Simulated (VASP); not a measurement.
# KCl (Fm-3m) in VASP: further runs

The runs below take KCl through single point, relaxation of cell and atoms, with PBE+D3(BJ).

Everything below comes from runs of VASP 6.6.1. Logs are shortened: lines on timing, memory, paths and dates and some standing lists are left out, and cuts for length are marked.

**The experiment to reproduce.**

From a printed reference work, monograph, for a bulk crystal of KCl: band gap 8.68 eV.

The runs below are set against these values where they give the same quantity.

### Step 1. The cell of the first run

It takes space group Fm-3m (No. 225, cubic). The conventional cell has a = 6.263 Å, b = 6.263 Å, c = 6.263 Å, α = 90.00°, β = 90.00°, γ = 90.00°. Within 4.1 Å of K (site symmetry m-3m) lie 6 Cl at 3.13 Å. Cl (site symmetry m-3m) has 6 K at 3.13 Å within 4.1 Å.

### Step 2. Single point, PBE+D3(BJ)

Contents of INCAR:

```
SYSTEM = KCl
  PREC = Accurate
  ENCUT = 520
  EDIFF = 1E-7
  ISMEAR = 0
  SIGMA = 0.02
  LREAL = .False.
  LASPH = .True.
  NELM = 60
  ALGO = Normal
  ISIF = 2
  LWAVE = .False.
  LCHARG = .True.
  GGA = PE
  IVDW = 12
  LELF = .True.
  LVHAR = .True.
  NBANDS = 15
```

Contents of KPOINTS:

```
regular mesh
0
Gamma
  6 6 6
  0 0 0
```

Contents of POSCAR:

```
KCl
1.0
    0.0000000000      3.1317221047      3.1317221047
    3.1317221047      0.0000000000      3.1317221047
    3.1317221047      3.1317221047      0.0000000000
K Cl
1 1
Direct
    0.0000000000      0.0000000000      0.0000000000
    0.5000000000      0.5000000000      0.5000000000
```

Potentials or basis: VASP PAW PBE potentials, release 64 (K_sv, Cl).

Run with:

```bash
cat potpaw_PBE.64/K_sv/POTCAR potpaw_PBE.64/Cl/POTCAR > POTCAR
mpirun -np 1 vasp_std > vasp.out
```

OUTCAR:

```text
SYSTEM = KCl
   PREC = Accurate
   ENCUT = 520
   EDIFF = 1E-7
   ISMEAR = 0
   LREAL = .False.
   LASPH = .True.
   NELM = 60
   ISIF = 2
   GGA = PE
   IVDW = 12
 IVDW          = 12

 ion  position               nearest neighbor table
   1  0.000  0.000  0.000-   2 3.13   2 3.13   2 3.13   2 3.13   2 3.13   2 3.13
   2  0.500  0.500  0.500-   1 3.13   1 3.13   1 3.13   1 3.13   1 3.13   1 3.13

  LATTYP: Found a face centered cubic cell.
 ALAT       =     6.2634442094

  Lattice vectors:

 A1 = (   0.0000000000,   3.1317221047,   3.1317221047)
 A2 = (   3.1317221047,   0.0000000000,   3.1317221047)
 A3 = (   3.1317221047,   3.1317221047,   0.0000000000)

Analysis of symmetry for initial positions (statically):
=====================================================================
 Subroutine PRICEL returns:
 Original cell was already a primitive cell.

 Routine SETGRP: Setting up the symmetry group for a
 face centered cubic supercell.

 Subroutine GETGRP returns: Found 48 space group operations
 (whereof 48 operations were pure point group operations)
 out of a pool of 48 trial point group operations.

The static configuration has the point symmetry O_h .

Analysis of symmetry for dynamics (positions and initial velocities):
=====================================================================
 Subroutine PRICEL returns:
 Original cell was already a primitive cell.

 Routine SETGRP: Setting up the symmetry group for a
 face centered cubic supercell.

 Subroutine GETGRP returns: Found 48 space group operations
 (whereof 48 operations were pure point group operations)
 out of a pool of 48 trial point group operations.

The dynamic configuration has the point symmetry O_h .

 Subroutine INISYM returns: Found 48 space group operations
 (whereof 48 operations are pure point group operations),
 and found     1 'primitive' translations

----------------------------------------------------------------------------------------

                                     Primitive cell

  volume of cell :      61.4299

  direct lattice vectors                    reciprocal lattice vectors
     0.000000000  3.131722105  3.131722105    -0.159656567  0.159656567  0.159656567
     3.131722105  0.000000000  3.131722105     0.159656567 -0.159656567  0.159656567
     3.131722105  3.131722105  0.000000000     0.159656567  0.159656567 -0.159656567

  length of vectors
     4.428923874  4.428923874  4.428923874     0.276533286  0.276533286  0.276533286

  position of ions in fractional coordinates (direct lattice)
     0.000000000  0.000000000  0.000000000
     0.500000000  0.500000000  0.500000000

  ion indices of the primitive-cell ions
   primitive index   ion index
                 1           1
                 2           2

----------------------------------------------------------------------------------------

 KPOINTS: regular mesh

Automatic generation of k-mesh.
 Grid dimensions read from file:
 generate k-points for:    6    6    6

 Generating k-lattice:

  Cartesian coordinates                     Fractional coordinates (reciprocal lattice)
    -0.026609428  0.026609428  0.026609428     0.166666667  0.000000000  0.000000000
     0.026609428 -0.026609428  0.026609428     0.000000000  0.166666667  0.000000000
     0.026609428  0.026609428 -0.026609428     0.000000000  0.000000000  0.166666667

  Length of vectors
     0.046088881  0.046088881  0.046088881

  Shift w.r.t. Gamma in fractional coordinates (k-lattice)
     0.000000000  0.000000000  0.000000000

 Subroutine IBZKPT returns following result:
 ===========================================

 Found     16 irreducible k-points:

 Following reciprocal coordinates:
            Coordinates               Weight
  0.000000  0.000000  0.000000      1.000000
  0.166667  0.000000  0.000000      8.000000
  0.333333  0.000000  0.000000      8.000000
  0.500000  0.000000  0.000000      4.000000
  0.166667  0.166667  0.000000      6.000000
  0.333333  0.166667  0.000000     24.000000
[... 8 lines left out ...]
 -0.333333  0.333333  0.166667     24.000000
 -0.333333  0.500000  0.166667     12.000000
   k-points           NKPTS =     16   k-points in BZ     NKDIM =     16   number of bands    NBANDS=     15
   number of dos      NEDOS =    301   number of ions     NIONS =      2
   total plane-waves  NPLWV =  46656
   dimension x,y,z NGX =    36 NGY =   36 NGZ =   36
   dimension x,y,z NGXF=    72 NGYF=   72 NGZF=   72
   ions per type =               1   1
   NGX,Y,Z   is equivalent  to a cutoff of  13.51, 13.51, 13.51 a.u.
   NGXF,Y,Z  is equivalent  to a cutoff of  27.03, 27.03, 27.03 a.u.
 SYSTEM =  KCl
   PREC   = accura    normal or accurate (medium, high low for compatibility)
   ISTART =      0    job   : 0-new  1-cont  2-samecut
   ICHARG =      2    charge: 1-file 2-atom 10-const
   ISPIN  =      1    spin polarized calculation?
   LNONCOLLINEAR =      F non collinear calculations
   LSORBIT =      F    spin-orbit coupling
   LASPH  =      T    aspherical Exc in radial PAW
   ENCUT  =  520.0 eV  38.22 Ry    6.18 a.u.   8.23  8.23  8.23*2*pi/ulx,y,z
   NELM   =     60;   NELMIN=  2; NELMDL= -5     # of ELM steps
   EDIFF  = 0.1E-06   stopping-criterion for ELM
   LREAL  =      F    real-space projection
   EDIFFG = 0.1E-05   stopping-criterion for IOM
   NSW    =      0    number of steps for IOM
   IBRION =     -1    ionic relax: 0-MD 1-quasi-New 2-CG
   NFREE  =      0    steps in history (QN), initial steepest desc. (CG)
   ISIF   =      2    stress and relaxation
   ISYM   =      2    0-nonsym 1-usesym 2-fastsym
   POTIM  = 0.5000    time-step for ionic-motion
   TEBEG  =    0.0;   TEEND  =   0.0 temperature during run
   PSTRESS=    0.0 pullay stress
   NELECT =      16.0000    total number of electrons
   NUPDOWN=      -1.0000    fix difference up-down
   EMIN   =  10.00;   EMAX   =-10.00  energy-range for DOS
   EFERMI =   0.00;   METHOD = LEGACY
   ISMEAR =     0;   SIGMA  =   0.02  broadening in eV -4-tet -1-fermi 0-gaus
   EFERMI_NEDOS =   21; number of points for ismear=-14 and -15
   IALGO  =     38    algorithm
   IMIX   =      4    mixing-type and parameters
     AMIX     =   0.40;   BMIX     =  1.00
     AMIX_MAG =   1.60;   BMIX_MAG =  1.00
  volume/ion in A,a.u.               =      30.71       207.27
  Fermi-wavevector in a.u.,A,eV,Ry     =   1.045494  1.975697 14.871957  1.093058
  Thomas-Fermi vector in A             =   2.180292
   LORBIT       =      0    0 simple, 1 ext, 2 COOP (PROOUT), +10 PAW based schemes
   GGA     = PE    functional components
   LHFCALC =     F    Hartree Fock is set to
   AEXX    =    0.0000 exact exchange contribution
   IVDW    =    12    specifies the selected vdW correction
   LEPSILON=     F    determine dielectric tensor
   LRPA    =     F    only Hartree local field effects (RPA)
 non-spin polarized calculation
 Gauss-broadening in eV      SIGMA  =   0.02
  energy-cutoff  :      520.00
  volume of cell :       61.43
 maximum number of plane-waves:      1676
 NGX is ok and might be reduce to    36
   NGX = 17   NGY = 17   NGZ = 17

 number of electron      16.0000002 magnetization

 Free energy of the ion-electron system (eV)
  ---------------------------------------------------
  ext. energy  EPLUGINS =         0.00000000
  ---------------------------------------------------
  free energy    TOTEN  =        -6.79859315 eV

  energy without entropy =       -6.79859315  energy(sigma->0) =       -6.79859315

 E-fermi :  -1.6536     XC(G=0):  -7.5968

 val. band max:       -1.7852481934   @ k =   0.0000   0.0000   0.0000
 cond. band min:       3.4507374452   @ k =   0.0000   0.0000   0.0000
 fundamental gap:      5.2359856385
 Fermi energy:        -1.6536414452

 k-point     1 :       0.0000    0.0000    0.0000
  band No.  band energies     occupation
      1     -28.9492      2.00000
      2     -13.9191      2.00000
      3     -12.4103      2.00000
      4     -12.4103      2.00000
      5     -12.4103      2.00000
      6      -1.7852      2.00000
      7      -1.7852      2.00000
      8      -1.7852      2.00000
      9       3.4507      0.00000
     10       6.6029      0.00000
     11       6.6029      0.00000
     12       6.6029      0.00000
     13       7.4873      0.00000
     14       7.4873      0.00000
     15      11.2481      0.00000

 k-point     2 :       0.1667    0.0000    0.0000
  band No.  band energies     occupation
      1     -28.9464      2.00000
      2     -13.9722      2.00000
      3     -12.4127      2.00000
      4     -12.4127      2.00000
      5     -12.3432      2.00000
      6      -2.1067      2.00000
      7      -1.8740      2.00000
      8      -1.8740      2.00000
      9       4.0937      0.00000
     10       6.4347      0.00000
     11       6.9520      0.00000
     12       6.9520      0.00000
     13       7.8682      0.00000
     14       7.8682      0.00000
     15      12.1651      0.00000

 k-point     3 :       0.3333    0.0000    0.0000
  band No.  band energies     occupation
      1     -28.9407      2.00000
      2     -14.0673      2.00000
      3     -12.4175      2.00000
      4     -12.4175      2.00000
      5     -12.2194      2.00000
      6      -2.6355      2.00000
      7      -2.0416      2.00000
      8      -2.0416      2.00000
      9       5.3238      0.00000
     10       6.5176      0.00000
     11       7.9005      0.00000
     12       7.9005      0.00000
     13       8.8326      0.00000
     14       8.8326      0.00000
     15      11.1526      0.00000
[... 199 lines left out ...]
 k-point    15 :      -0.3333    0.3333    0.1667
  band No.  band energies     occupation
      1     -28.9352      2.00000
      2     -13.9695      2.00000
      3     -12.4912      2.00000
      4     -12.4719      2.00000
      5     -12.2919      2.00000
      6      -2.5127      2.00000
      7      -2.2317      2.00000
      8      -2.1486      2.00000
      9       6.1984      0.00000
     10       6.4370      0.00000
     11       8.0359      0.00000
     12       8.2883      0.00000
     13       9.4697      0.00000
     14      10.0650      0.00000
     15      10.1813      0.00000

 k-point    16 :      -0.3333    0.5000    0.1667
  band No.  band energies     occupation
      1     -28.9344      2.00000
      2     -13.8915      2.00000
      3     -12.5373      2.00000
      4     -12.4918      2.00000
      5     -12.3541      2.00000
      6      -2.3656      2.00000
      7      -2.2187      2.00000
      8      -2.1492      2.00000
      9       5.4751      0.00000
     10       7.1855      0.00000
     11       7.3648      0.00000
     12       8.4474      0.00000
     13       9.2122      0.00000
     14       9.9794      0.00000
     15      10.5952      0.00000

------------------------ aborting loop because EDIFF is reached ----------------------------------------

 Edisp (eV)   -0.39350

 E8    (eV) :    -0.1785

  FORCE on cell =-STRESS in cart. coord.  units (eV):
  Direction    XX          YY          ZZ          XY          YZ          ZX
  --------------------------------------------------------------------------------------
  -------------------------------------------------------------------------------------
  Total       0.01422     0.01422     0.01422     0.00000     0.00000     0.00000
  in kB       0.37085     0.37085     0.37085     0.00000     0.00000     0.00000
  external pressure =        0.37 kB  Pullay stress =        0.00 kB

 VOLUME and BASIS-vectors are now :
 -----------------------------------------------------------------------------
  energy-cutoff  :      520.00
  volume of cell :       61.43
      direct lattice vectors                 reciprocal lattice vectors
     0.000000000  3.131722105  3.131722105    -0.159656567  0.159656567  0.159656567
     3.131722105  0.000000000  3.131722105     0.159656567 -0.159656567  0.159656567
     3.131722105  3.131722105  0.000000000     0.159656567  0.159656567 -0.159656567

 POSITION                                       TOTAL-FORCE (eV/Angst)
 -----------------------------------------------------------------------------------
      0.00000      0.00000      0.00000        -0.000000     -0.000000     -0.000000
      3.13172      3.13172      3.13172         0.000000      0.000000      0.000000
 -----------------------------------------------------------------------------------
    total drift:                                0.000000      0.000000      0.000000

  FREE ENERGIE OF THE ION-ELECTRON SYSTEM (eV)
  ---------------------------------------------------
  free  energy   TOTEN  =        -7.1920920871 eV

  energy  without entropy=       -7.1920920871  energy(sigma->0) =       -7.19209209
```

Wall time 23 s (1 thread of Intel Xeon 8259CL, shared host); peak memory 0.21 GiB.

What came out:

| Quantity | Value |
| --- | --- |
| Free energy | -7.1921 eV |
| Pressure | 0.0 GPa |
| Band gap on the k mesh | 5.24 eV |
| Dispersion energy per atom | -0.197 eV |

### Step 3. Relaxation of cell and atoms, PBE+D3(BJ)

This run uses another cell than the first one, of 31.44 Å³/atom.

Contents of INCAR:

```
  PREC = Accurate
  ENCUT = 600
  EDIFF = 1E-6
  ISMEAR = 0
  SIGMA = 0.02
  LREAL = False
  LASPH = True
  NELM = 100
  ALGO = Normal
  ISIF = 3
  LWAVE = False
  LCHARG = False
  GGA = PE
  IVDW = 12
  IBRION = 2
  NSW = 100
  EDIFFG = -0.005
```

Contents of KPOINTS:

```
regular mesh
0
Gamma
  6 6 6
```

Contents of POSCAR:

```
KCl
1.0
    0.0000000000      3.1561000000      3.1561000000
    3.1561000000      0.0000000000      3.1561000000
    3.1561000000      3.1561000000      0.0000000000
K Cl
1 1
Direct
    0.0000000000      0.0000000000      0.0000000000
    0.5000000000      0.5000000000      0.5000000000
```

Potentials or basis: VASP PAW PBE potentials, release 64 (K_sv, Cl).

Run with:

```bash
cat potpaw_PBE.64/K_sv/POTCAR potpaw_PBE.64/Cl/POTCAR > POTCAR
mpirun -np 1 vasp_std > vasp.out
```

Wall time 40 s (1 thread of Intel Xeon 8259CL, shared host); peak memory 0.23 GiB.

The run converged. Its results:

| Quantity | Value |
| --- | --- |
| Free energy | -7.1925 eV |
| Relaxed volume | 30.85 Å³/atom |
| Relaxed cell | a = 4.436 Å, b = 4.436 Å, c = 4.436 Å, α = 60.00°, β = 60.00°, γ = 60.00° |
| Space group after relaxing (to 0.1 Å) | Fm-3m (No. 225) |
| Energy gained by relaxing | 0.7 meV/atom |
| Ionic steps | 3 |
| Pressure after relaxing | 0.0 GPa |
| Band gap on the k mesh | 5.22 eV |
| Dispersion energy per atom | -0.196 eV |

The path:
```tsv
step	energy change (eV)	largest force (eV/Å)	pressure (GPa)	volume (Å³)
1	0.0000	0.0000	-0.35	62.88
2	-0.0010	0.0000	-0.17	62.26
3	-0.0013	0.0000	-0.01	61.71
```

Final structure:
```
CELL_PARAMETERS angstrom
0.00000 3.13643 3.13643
3.13643 0.00000 3.13643
3.13643 3.13643 0.00000
ATOMIC_POSITIONS crystal
K 0.00000 0.00000 0.00000
Cl 0.50000 0.50000 0.50000
```

Levels at points of the mesh, in eV from the valence-band top:
```tsv
k point	band 5	band 6	band 7	band 8	band 9	band 10	band 11	band 12
(0.00, 0.00, 0.00)	-10.64	0.00	0.00	0.00	5.22	8.39	8.39	8.39
(0.50, 0.00, 0.00)	-10.39	-1.07	-0.33	-0.33	7.62	8.64	10.56	10.56
(0.50, 0.50, 0.00)	-10.69	-0.66	-0.23	-0.23	6.53	8.39	10.13	10.26
```

### Step 4. Against experiment

Step 2. A measured gap of KCl is 8.68 eV (a printed reference work, monograph); the calculated 5.24 eV misses it by -3.44 eV. The value is that of PBE+D3(BJ), without temperature or zero-point motion. Semilocal functionals fall short of measured gaps as a rule.
